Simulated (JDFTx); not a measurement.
Crystal: Ti.

```
CELL_PARAMETERS angstrom
2.95000 0.00000 0.00000
-1.47500 2.55477 0.00000
0.00000 0.00000 4.68000
ATOMIC_POSITIONS crystal
Ti 0.66667 0.33333 0.75000
Ti 0.33333 0.66667 0.25000
```

Base run:

| Property | Result |
| --- | --- |
| Program | JDFTx 1.7.0 (patched build) |
| Functional | PBE |
| Potentials or basis | PseudoDojo-SR-PBE-0.5-standard |
| Cutoff | 1143 eV |
| Density cutoff | 4572 eV |
| k mesh | 10 × 10 × 6 |
| Occupations | fermi-dirac, width 0.05 eV |
| Spin | no spin polarisation |

Its results: band gap on the k mesh none (metal or under the smearing width); pressure -1.3 GPa.

**Question.** The run is repeated on the same cell with these changes: functional from PBE to PBEsol; potentials or basis from PseudoDojo-SR-PBE-0.5-standard to PseudoDojo-SR-PBEsol-0.4.1-standard with smoothed tails; density cutoff from 4572 eV to 9143 eV. What comes out?

**Answer.** Band gap on the k mesh none (metal or under the smearing width); pressure -5.6 GPa.

Not every run made on this cell is shown here.
